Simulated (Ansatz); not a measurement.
Level of theory: DFT PBE, scalar-relativistic, plane waves, PAW (Ansatz). Several structures of Al4N3 were relaxed, and the powder pattern of one of them was computed from 10° to 70° in 2θ (λ = 1.5406 Å; lines under 1 % are left out).

Cu Kα1 powder pattern (kinematic, no thermal factors).
```csv
2θ (°),relative intensity
20.25,4
28.79,4
35.46,100
41.17,18
46.30,2
51.02,1
59.64,47
```

Question: Which structure gives it?
A. Space group P-43m (No. 215), cubic, a = 4.382 Å. Al is surrounded by 3 N at 1.91 Å; N is surrounded by 4 Al at 1.91 Å.
B. Space group P3m1 (No. 156), trigonal, a = 3.113 Å, c = 9.809 Å. Around Al on its first site lie 4 N at 1.90–1.91 Å; Al on its second site has 3 N at 1.92 Å; N on its first site is surrounded by 4 Al at 1.90–1.91 Å; 4 more sites not described.
C. Space group R-3m (No. 166), trigonal, a = 2.902 Å, c = 27.535 Å. Al on its first site has 3 N at 2.06 Å; Al on its second site has 6 N at 2.04–2.05 Å; N on a site of symmetry 3m has 6 Al at 2.04–2.06 Å; 1 more site not described.

Answer: A. Its strongest line, at 2θ = 35.46°, has d = λ/(2 sin θ) = 2.530 Å and is the (1 1 1) reflection of the conventional P-43m cell with a = 4.382 Å. The others have their strongest lines at 38.1° (B); 42.7° (C).

The cells needn't be stable.
